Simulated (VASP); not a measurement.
# CdO2 (P6/mmm) in VASP: further runs, part 2 of 2

VASP 6.6.1.

### 3 Single point, r2SCAN

POSCAR reads:

```
CdO2
1.0
    3.4458058362      0.0000000000      0.0000000000
   -1.7229029181      2.9841553907      0.0000000000
    0.0000000000      0.0000000000      3.7205544743
Cd O
1 2
Direct
    0.0000000000      0.0000000000      0.0000000000
    0.3333333333      0.6666666667      0.5000000000
    0.6666666667      0.3333333333      0.5000000000
```

INCAR.step1 reads:

```
SYSTEM = CdO2
PREC     = Accurate       ! precision mode
ENCUT    = 520            ! plane-wave cutoff, eV
ISMEAR   = 0              ! smearing method
SIGMA    = 0.1            ! smearing width, eV
LREAL    = .FALSE.        ! projectors in reciprocal space
LASPH    = .TRUE.         ! aspherical terms in the spheres
NELM     = 100            ! most SCF steps
NBANDS   = 19             ! bands
GGA      = PE             ! functional
ALGO     = Normal         ! electronic algorithm
EDIFF    = 1E-4           ! SCF threshold, eV
LWAVE    = .TRUE.         ! write WAVECAR
LCHARG   = .FALSE.        ! write CHGCAR
```

INCAR.step2 reads:

```
SYSTEM = CdO2
PREC     = Accurate       ! precision mode
ENCUT    = 520            ! plane-wave cutoff, eV
EDIFF    = 1E-6           ! SCF threshold, eV
ISMEAR   = 0              ! smearing method
SIGMA    = 0.1            ! smearing width, eV
LREAL    = .FALSE.        ! projectors in reciprocal space
LASPH    = .TRUE.         ! aspherical terms in the spheres
NELM     = 100            ! most SCF steps
ALGO     = Normal         ! electronic algorithm
ISIF     = 2              ! what is computed and relaxed
LWAVE    = .FALSE.        ! write WAVECAR
LCHARG   = .FALSE.        ! write CHGCAR
METAGGA  = R2SCAN         ! meta-GGA
LMIXTAU  = .TRUE.       
NBANDS   = 19             ! bands
ISTART   = 1
```

KPOINTS reads:

```
regular mesh
0
G
  6 6 6
  0 0 0
```

Potentials or basis: VASP PAW PBE potentials, release 64 (Cd, O).

On the command line:

```sh
$ cat potpaw_PBE.64/Cd/POTCAR potpaw_PBE.64/O/POTCAR > POTCAR
$ cp INCAR.step1 INCAR
$ mpirun -np 1 vasp_std > vasp.out
$ cp INCAR.step2 INCAR
$ mpirun -np 1 vasp_std > vasp.out
```

OUTCAR:

```text
SYSTEM = CdO2
   PREC = Accurate
   ENCUT = 520
   EDIFF = 1E-6
   ISMEAR = 0
   LREAL = .FALSE.
   LASPH = .TRUE.
   NELM = 100
   ISIF = 2
   METAGGA = R2SCAN
   ISTART = 1

 ion  position               nearest neighbor table
   1  0.000  0.000  0.000-   2 2.72   3 2.72   2 2.72   3 2.72   3 2.72   3 2.72   2 2.72   2 2.72
                             3 2.72   3 2.72   2 2.72   2 2.72
   2  0.333  0.667  0.500-   1 2.72   1 2.72   1 2.72   1 2.72   1 2.72   1 2.72
   3  0.667  0.333  0.500-   1 2.72   1 2.72   1 2.72   1 2.72   1 2.72   1 2.72

  LATTYP: Found a hexagonal cell.
 ALAT       =     3.4458058362
 C/A-ratio  =     1.0797342193

  Lattice vectors:

 A1 = (   3.4458058362,   0.0000000000,   0.0000000000)
 A2 = (  -1.7229029181,   2.9841553907,   0.0000000000)
 A3 = (   0.0000000000,   0.0000000000,   3.7205544743)

Analysis of symmetry for initial positions (statically):
=====================================================================
 Subroutine PRICEL returns:
 Original cell was already a primitive cell.

 Routine SETGRP: Setting up the symmetry group for a
 hexagonal supercell.

 Subroutine GETGRP returns: Found 24 space group operations
 (whereof 24 operations were pure point group operations)
 out of a pool of 24 trial point group operations.

The static configuration has the point symmetry D_6h.

Analysis of symmetry for dynamics (positions and initial velocities):
=====================================================================
 Subroutine PRICEL returns:
 Original cell was already a primitive cell.

 Routine SETGRP: Setting up the symmetry group for a
 hexagonal supercell.

 Subroutine GETGRP returns: Found 24 space group operations
 (whereof 24 operations were pure point group operations)
 out of a pool of 24 trial point group operations.

[... 113 lines left out ...]
   NELECT =      24.0000    total number of electrons
   NUPDOWN=      -1.0000    fix difference up-down
   EMIN   =  10.00;   EMAX   =-10.00  energy-range for DOS
   EFERMI =   0.00;   METHOD = LEGACY
   ISMEAR =     0;   SIGMA  =   0.10  broadening in eV -4-tet -1-fermi 0-gaus
   EFERMI_NEDOS =   21; number of points for ismear=-14 and -15
   IALGO  =     38    algorithm
   IMIX   =      4    mixing-type and parameters
     AMIX     =   0.40;   BMIX     =  1.00
     AMIX_MAG =   1.60;   BMIX_MAG =  1.00
  volume/ion in A,a.u.               =      12.75        86.06
  Fermi-wavevector in a.u.,A,eV,Ry     =   1.401432  2.648322 26.721990  1.964011
  Thomas-Fermi vector in A             =   2.524294
   LORBIT       =      0    0 simple, 1 ext, 2 COOP (PROOUT), +10 PAW based schemes
   METAGGA = R2SCAN    functional components
   LHFCALC =     F    Hartree Fock is set to
   AEXX    =    0.0000 exact exchange contribution
   IVDW    =     0    specifies the selected vdW correction
   LEPSILON=     F    determine dielectric tensor
   LRPA    =     F    only Hartree local field effects (RPA)
 non-spin polarized calculation
 Gauss-broadening in eV      SIGMA  =   0.10
  energy-cutoff  :      520.00
  volume of cell :       38.26
 maximum number of plane-waves:      1050
 NGX is ok and might be reduce to    28

 number of electron      23.9999996 magnetization

 Free energy of the ion-electron system (eV)
  ---------------------------------------------------
  ext. energy  EPLUGINS =         0.00000000
  ---------------------------------------------------
  free energy    TOTEN  =       -30.61889812 eV

  energy without entropy =      -30.61409562  energy(sigma->0) =      -30.61649687

 E-fermi :   2.4003     XC(G=0): -11.6866

 val. band max:        2.3493580755   @ k =   0.5000  -0.0000   0.1667
 cond. band min:       2.4066471723   @ k =   0.0000   0.0000   0.5000
 fundamental gap:      0.0572890968
 Fermi energy:         2.4002744375

 k-point     1 :       0.0000    0.0000    0.0000
  band No.  band energies     occupation
      1     -18.8203      2.00000
      2     -13.4855      2.00000
      3      -6.5761      2.00000
      4      -6.5761      2.00000
      5      -6.5745      2.00000
      6      -6.1022      2.00000
[... 505 lines left out ...]
      6      -6.1775      2.00000
[... 11 lines left out ...]
     18      17.8536      0.00000
     19      19.0426      0.00000

 [... further k-points ...]
[... 5 lines left out ...]
  --------------------------------------------------------------------------------------
  -------------------------------------------------------------------------------------
  Total        1.7786722      1.7786722     -7.0093958      0.0000000     -0.0000000      0.0000000
  in kB       74.4880468     74.4880468   -293.5426853      0.0000000     -0.0000000      0.0000000
  external PRESSURE =     -48.1888639 kB  Pullay stress =       0.0000000 kB

 VOLUME and BASIS-vectors are now :
 -----------------------------------------------------------------------------
  energy-cutoff  :      520.00
  volume of cell :       38.26
      direct lattice vectors                 reciprocal lattice vectors
     3.445805836  0.000000000  0.000000000     0.290207878  0.167551597  0.000000000
    -1.722902918  2.984155391  0.000000000     0.000000000  0.335103193  0.000000000
     0.000000000  0.000000000  3.720554474     0.000000000  0.000000000  0.268777142

 POSITION                                       TOTAL-FORCE (eV/Angst)
 -----------------------------------------------------------------------------------
      0.00000      0.00000      0.00000        -0.000000      0.000000      0.000000
     -0.00000      1.98944      1.86028        -0.000000     -0.000000     -0.000000
      1.72290      0.99472      1.86028         0.000000      0.000000      0.000000
 -----------------------------------------------------------------------------------
    total drift:                               -0.000000      0.000000     -0.000000

  FREE ENERGIE OF THE ION-ELECTRON SYSTEM (eV)
  ---------------------------------------------------
  free  energy   TOTEN  =       -30.6188981200 eV

  energy  without entropy=      -30.6140956245  energy(sigma->0) =      -30.61649687
```

Wall time 35 s (1 thread of Intel Xeon 6975P-C (Granite Rapids), shared host); peak memory 0.17 GiB.

What came out:

```yaml
Free_energy: -30.6189 eV
Pressure: -4.8 GPa
Band_gap_on_the_k_mesh: none (metal or under the smearing width)
```

Levels at points of the mesh, in eV from the Fermi level:
| k point | band 9 | band 10 | band 11 | band 12 | band 13 | band 14 | band 15 | band 16 |
| --- | --- | --- | --- | --- | --- | --- | --- | --- |
| (0.00, 0.00, 0.00) | -4.53 | -4.53 | -2.12 | -0.88 | -0.42 | -0.42 | 11.71 | 11.99 |
| (0.50, 0.00, 0.00) | -4.87 | -2.89 | -2.36 | -0.14 | 1.42 | 2.70 | 3.11 | 10.32 |
| (0.00, 0.00, 0.50) | -4.70 | -4.70 | -1.19 | 0.01 | 0.01 | 2.69 | 6.07 | 12.95 |
| (0.50, 0.00, 0.50) | -4.89 | -4.53 | -2.96 | 0.06 | 1.39 | 2.46 | 5.96 | 8.12 |

Caveat: the PAW data sets were made with another functional, which shifts forces and pressure a little.

### 4 Single point, r2SCAN

This run uses another cell than the first one: it holds 6 atoms, not 3.

POSCAR reads:

```
CdO2
1.0
    4.6812625083      0.0000000000      0.0000000000
    0.0000000000      4.6812625083      0.0000000000
    0.0000000000      0.0000000000      4.6812625083
Cd O
2 4
Direct
    0.0000000000      0.0000000000      0.0000000000
    0.5000000000      0.5000000000      0.5000000000
    0.2500000000      0.2500000000      0.2500000000
    0.2500000000      0.7500000000      0.7500000000
    0.7500000000      0.7500000000      0.2500000000
    0.7500000000      0.2500000000      0.7500000000
```

INCAR.step1 reads:

```
SYSTEM = CdO2
ALGO     = Normal         ! electronic algorithm
EDIFF    = 1E-4           ! SCF threshold, eV
ENCUT    = 520            ! plane-wave cutoff, eV
GGA      = PE             ! functional
ISMEAR   = 0              ! smearing method
LASPH    = .True.         ! aspherical terms in the spheres
LCHARG   = .False.        ! write CHGCAR
LREAL    = .False.        ! projectors in reciprocal space
LWAVE    = .True.         ! write WAVECAR
NBANDS   = 33             ! bands
NELM     = 100            ! most SCF steps
PREC     = Accurate       ! precision mode
SIGMA    = 0.1            ! smearing width, eV
```

INCAR.step2 reads:

```
SYSTEM = CdO2
ALGO     = Normal         ! electronic algorithm
EDIFF    = 1E-7           ! SCF threshold, eV
ENCUT    = 520            ! plane-wave cutoff, eV
ISIF     = 2              ! what is computed and relaxed
ISMEAR   = 0              ! smearing method
ISTART   = 1            
LASPH    = .True.         ! aspherical terms in the spheres
LCHARG   = .False.        ! write CHGCAR
LMIXTAU  = .True.       
LREAL    = .False.        ! projectors in reciprocal space
LWAVE    = .False.        ! write WAVECAR
METAGGA  = R2SCAN         ! meta-GGA
NBANDS   = 33             ! bands
NELM     = 100            ! most SCF steps
PREC     = Accurate       ! precision mode
SIGMA    = 0.1            ! smearing width, eV
```

KPOINTS reads:

```
k-points
0
Gamma
  8 8 8
  0 0 0
```

On the command line:

```sh
$ cat potpaw_PBE.64/Cd/POTCAR potpaw_PBE.64/O/POTCAR > POTCAR
$ cp INCAR.step1 INCAR
$ mpirun -np 1 vasp_std > vasp.out
$ cp INCAR.step2 INCAR
$ mpirun -np 1 vasp_std > vasp.out
```

Run time: 3.3 min. Hardware: 1 thread of Intel Xeon 6975P-C (Granite Rapids), shared host; peak memory 0.26 GiB.

It converged, with:

```
Free energy            : -61.0203 eV
Pressure               : 1.6 GPa
Band gap on the k mesh : none (metal or under the smearing width)
```

Levels at points of the mesh, in eV from the Fermi level:
```csv
k point,band 20,band 21,band 22,band 23,band 24,band 25,band 26,band 27,band 28,band 29
"(0.00, 0.00, 0.00)",-0.96,-0.71,-0.71,-0.71,0.57,0.57,0.57,3.74,8.95,8.95
"(0.50, 0.00, 0.00)",-0.85,-0.72,-0.72,-0.33,-0.33,-0.07,-0.07,6.43,6.43,10.57
"(0.50, 0.50, 0.00)",-1.26,-0.41,-0.41,-0.04,-0.04,-0.03,-0.03,7.90,7.90,9.16
"(0.50, 0.50, 0.50)",-0.32,-0.32,0.25,0.25,0.29,0.29,0.29,6.85,9.11,10.14
```

Caveat: the PAW data sets were made with another functional, which shifts forces and pressure a little.

### 5 Single point, r2SCAN

This run uses another cell than the first one: it holds 6 atoms, not 3.

POSCAR is that of step 4.

INCAR.step1 reads:

```
PREC = Accurate
ENCUT = 520
ISMEAR = 0
SIGMA = 0.1
LREAL = F
LASPH = T
NELM = 100
NBANDS = 33
GGA = PE
ALGO = Normal
EDIFF = 1E-4
LWAVE = T
LCHARG = F
```

INCAR.step2 reads:

```
PREC = Accurate
ENCUT = 520
EDIFF = 1E-7
ISMEAR = 0
SIGMA = 0.1
LREAL = F
LASPH = T
NELM = 100
ALGO = Normal
ISIF = 2
LWAVE = F
LCHARG = F
METAGGA = R2SCAN
LMIXTAU = T
NBANDS = 33
ISTART = 1
```

KPOINTS reads:

```
regular mesh
0
Gamma
  4 4 4
```

On the command line:

```sh
$ cat potpaw_PBE.64/Cd/POTCAR potpaw_PBE.64/O/POTCAR > POTCAR
$ cp INCAR.step1 INCAR
$ mpirun -np 1 vasp_std > vasp.out
$ cp INCAR.step2 INCAR
$ mpirun -np 1 vasp_std > vasp.out
```

Wall time 1.9 min (1 thread of Intel Xeon Platinum 8259CL at 2.50GHz (Skylake/Cascade Lake), shared host); peak memory 0.22 GiB.

Results (log left out):

```
Free energy            : -61.0005 eV
Pressure               : 1.6 GPa
Band gap on the k mesh : none (metal or under the smearing width)
```

Levels at points of the mesh, in eV from the Fermi level:
```tsv
k point	band 20	band 21	band 22	band 23	band 24	band 25	band 26	band 27	band 28	band 29
(0.00, 0.00, 0.00)	-0.96	-0.71	-0.71	-0.71	0.56	0.56	0.56	3.73	8.94	8.94
(0.50, 0.00, 0.00)	-0.85	-0.72	-0.72	-0.34	-0.34	-0.08	-0.08	6.43	6.43	10.56
(0.50, 0.50, 0.00)	-1.26	-0.42	-0.42	-0.05	-0.05	-0.03	-0.03	7.90	7.90	9.15
(0.50, 0.50, 0.50)	-0.33	-0.33	0.25	0.25	0.28	0.28	0.28	6.84	9.10	10.13
```

Caveat: the PAW data sets were made with another functional, which shifts forces and pressure a little.

### 6 The runs side by side

```tsv
task	cell	k mesh	cutoff (eV)	gap on the mesh (eV)	pressure (GPa)
relaxation of cell and atoms	relaxed	6 × 6 × 6	600	none	0.0
single point	P6/mmm, 12.75 Å³/atom	6 × 6 × 6	520	none	-4.8
single point	Pn-3m, 17.1 Å³/atom	8 × 8 × 8	520	none	1.6
single point	Pn-3m, 17.1 Å³/atom	4 × 4 × 4	520	none	1.6
```

Alike in all rows: level r2SCAN; potentials or basis VASP PAW PBE potentials, release 64 (Cd, O); no spin polarisation; smearing gaussian 0.1 eV.

Every run on the cell as given and a fine mesh finds a metal.

Caveats: the PAW data sets were made with another functional, which shifts forces and pressure a little.

Total energies depend on the potentials used, so only differences within one code and one set of settings carry meaning.
